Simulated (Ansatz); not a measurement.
Method: Ansatz, DFT PBE, scalar-relativistic, plane waves, PAW. Cutoff 420 eV, Γ-centred 12×12×4 mesh (8-atom cell), Gaussian smearing of 0.02 eV, no spin polarisation.

Formation energies are uncorrected and refer to the elements' standard structures at the same level (N₂ as a molecule).

**Question.** Find a candidate hexagonal wide-gap insulator made of B and N, with a gap near 5.5 eV, a formation energy near −1.17 eV/atom and a density near 3.46 g/cm³, in a cell of 8 atoms.

**Answer.** BN, space group P6_3mc (No. 186). Around B on its first site lie 4 N at 1.57 Å; around B on its second site lie 4 N at 1.57–1.58 Å; around N on its first site lie 4 B at 1.57 Å; N on its second site is surrounded by 4 B at 1.57–1.58 Å.

```xyz
8
Lattice="2.5586 0.0000 0.0000 -1.2793 2.2158 0.0000 0.0000 0.0000 8.4092" Properties=species:S:1:pos:R:3 pbc="T T T"
B     0.0000    0.0000    0.7852
B     0.0000    0.0000    4.9898
B     0.0000    1.4772    2.8933
B     1.2793    0.7386    7.0978
N     0.0000    0.0000    3.4204
N     0.0000    0.0000    7.6250
N     0.0000    1.4772    1.3103
N     1.2793    0.7386    5.5149
```

The volume per atom is 5.96 Å³. The density is 3.46 g/cm³ and the formation energy is −1.167 eV/atom. The gap on the 12×12×4 mesh of the 8-atom cell is 5.50 eV.

The cell was found from a structure generator's guess, not taken from experiment. The answer needn't be unique; the calculation gave this one.

Kohn–Sham gaps at this level usually fall short of measured ones. A later test with randomly moved atoms came back to the same energy, though modes that don't fit the test's cell weren't probed.
